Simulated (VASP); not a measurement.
W under changes of volume

One of the cells (16.165 Å³/atom); the others are scaled copies at fixed shape and fractional positions:

```
CELL_PARAMETERS angstrom
-1.59282 1.59282 1.59282
1.59282 -1.59282 1.59282
1.59282 1.59282 -1.59282
ATOMIC_POSITIONS crystal
W 0.00000 0.00000 0.00000
```

```yaml
Program: VASP 6.6.1
Functional: r2SCAN
Potentials_or_basis: VASP PAW PBE potentials, release 64 (W_sv)
Cutoff: 520 eV
k_mesh: 12 × 12 × 12
Occupations: fermi-dirac, width 0.05 eV
Spin: no spin polarisation
```

| volume (Å³/atom) | energy over the lowest point (meV/atom) | pressure (GPa) |
| --- | --- | --- |
| 14.897 | 82.33 | 25.7 |
| 15.214 | 39.45 | 17.4 |
| 15.531 | 12.26 | 9.7 |
| 16.165 | 0.00 | -3.5 |
| 16.482 | ? | ? |
| 16.798 | 35.94 | -14.5 |

What does the run at 16.482 Å³/atom give?

Energy over the lowest point 12.53 meV/atom; pressure -9.3 GPa.

Worked out: A Birch-Murnaghan fit of order 3 (a polynomial in V^(-2/3)) to the other rows has its minimum at 15.99 Å³/atom with B0 = V·E''(V) = 322 GPa and B' = 3.5. It gives 12.49 meV/atom at 16.482 Å³/atom, against the run's 12.53, and -dE/dV = -9.2 GPa, against -9.3.

Energies are extrapolated to zero smearing.

Caveats: the PAW data sets were made with another functional, which shifts forces and pressure a little.
